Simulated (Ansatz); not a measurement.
# Ta12N: the cost of one run

Computed with Ansatz 0.2.0 (DFT PBE, scalar-relativistic, plane waves, PAW, unless a step's input says otherwise).

5 further runs of the same task are left out: 5 set aside as unsound or not needed.

### Step 1. The structure to begin with

Symmetry: Fm-3m, No. 225, cubic system. Conventional cell: a = 4.223 Å, b = 4.223 Å, c = 4.223 Å, α = 90.00°, β = 90.00°, γ = 90.00°. Ta (site symmetry m-3m) has 12 Ta at 2.99 Å as nearest neighbours.

Structure file:

```xyz
1
Lattice="0.0000 2.1115 2.1115 2.1115 0.0000 2.1115 2.1115 2.1115 0.0000" Properties=species:S:1:pos:R:3 pbc="T T T"
Ta    0.0000    0.0000    0.0000
```

This cell was relaxed beforehand with the same method: volume 18.83 Å³/atom, gap on the mesh none (metal).

### Step 3. Plan of the scan

Atoms count from 1 in the order of the input.

N is moved over the surface cell; relaxed at each place: the height of the adsorbate's atoms; substrate rigid; the origin of the map has the adsorbate above Ta9.

The axes are (1) position of N13 along the first surface vector, from above Ta9: 6 values from 0.000 to 0.833, periodic; (2) position of N13 along the second surface vector, from above Ta9: 6 values from 0.000 to 0.833, periodic.

Relaxed at each point: the height of the adsorbate's atoms; substrate rigid. Points are written as (first, second).

The two vectors of the plane (Å): (2.986, 0.000, 0.000); (-1.493, 2.586, 0.000).

(The set-up runs are not shown.)

### Step 4. Point (0/6, 0/6) of the map's two axes

Contents of input.yaml:

```yaml
crystal:
  lattice:
    - [5.9723607044, 0.0, 0.0]
    - [-2.9861803522, 5.1722160905, 0.0]
    - [0.0, 0.0, 20.3075821036]
  atoms:
    - { symbol: Ta, position: [0.3333333333, 0.1666666667, 0.1969707659] }
    - { symbol: Ta, position: [0.3333333333, 0.6666666667, 0.1969707659] }
    - { symbol: Ta, position: [0.8333333333, 0.1666666667, 0.1969707659] }
    - { symbol: Ta, position: [0.8333333333, 0.6666666667, 0.1969707659] }
    - { symbol: Ta, position: [0.1666666667, 0.3333333333, 0.3153261445] }
    - { symbol: Ta, position: [0.1666666667, 0.8333333333, 0.3153261445] }
    - { symbol: Ta, position: [0.6666666667, 0.3333333333, 0.3153261445] }
    - { symbol: Ta, position: [0.6666666667, 0.8333333333, 0.3153261445] }
    - { symbol: Ta, position: [0.0, 0.0, 0.4337090481] }
    - { symbol: Ta, position: [0.0, 0.5, 0.4337090481] }
    - { symbol: Ta, position: [0.5, 0.0, 0.4337090481] }
    - { symbol: Ta, position: [0.5, 0.5, 0.4337090481] }
    - { symbol: "N", position: [0.0, 0.0, 0.5528763615] }
basis:
  ecutwfc: 420
kpoints:
  mp_grid: { grid: [6, 6, 1] }
hamiltonian:
  xc: pbe
  pseudopotentials: { kind: paw, azcp: { folder: soft_1 } }
scf:
  occupations: { method: gaussian, width: 0.1 }
output:
  forces: true
  eigenvalues: true
relax:
  adjacent_minimum: "off"
  f_tol: 0.025
  max_steps: 16
  constraints:
    - { sites: [0, 1, 2, 3, 4, 5, 6, 7, 8, 9, 10, 11] }
    - { sites: [12], fix: xy }
efield:
  axis: 3
  dipole_correction: true
  ramp_width: 0.04
```

Launch:

```console
$ ansatz run input.yaml --threads 4 --pin off --max-ram 12288MiB --backend cpu --events-out ev --progress --plain --runs-dir out
```

**Question.** How long does this run take on 4 threads of Intel Xeon Platinum 8259CL at 2.50GHz (Skylake/Cascade Lake), shared host, and how much memory does it need?

About 63 s, with a peak of 1.6 GiB.
